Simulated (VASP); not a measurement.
A run of VASP 6.6.1:

INCAR

```
  PREC = Accurate
  ENCUT = 520
  EDIFF = 1E-7
  ISMEAR = 0
  SIGMA = 0.02
  LREAL = F
  LASPH = T
  NELM = 80
  ALGO = Fast
  ISIF = 3
  LWAVE = F
  LCHARG = F
  GGA = PE
  IBRION = 2
  NSW = 80
  EDIFFG = -0.002
  AMIX = 0.2
```

KPOINTS

```
regular mesh
0
Gamma
  8 8 8
```

The input POSCAR:

```
InSb                                    
1.0
    0.0000000000      3.3169758586      3.3169758586
    3.3169758586      0.0000000000      3.3169758586
    3.3169758586      3.3169758586     -0.0000000000
  In              Sb            
     1     1
Direct
     0.0000000000000000    0.0000000000000000    0.0000000000000000
     0.2500000000000000    0.2500000000000000    0.2500000000000000
```

Potentials or basis: VASP PAW PBE potentials, release 64 (In_d, Sb).

Launch:

```console
$ cat potpaw_PBE.64/In_d/POTCAR potpaw_PBE.64/Sb/POTCAR > POTCAR
$ mpirun -np 1 vasp_std > vasp.out
```

Hardware: 1 thread of AMD EPYC 7R13 Processor (Zen 3), with other jobs on the host.

**Question.** How long does it take, and how much memory?

**Answer.** It took 36 s on 1 thread of AMD EPYC 7R13 Processor (Zen 3) (shared host), peak memory 0.18 GiB. Counts: scf iterations 19, k points 29, ion steps 1.
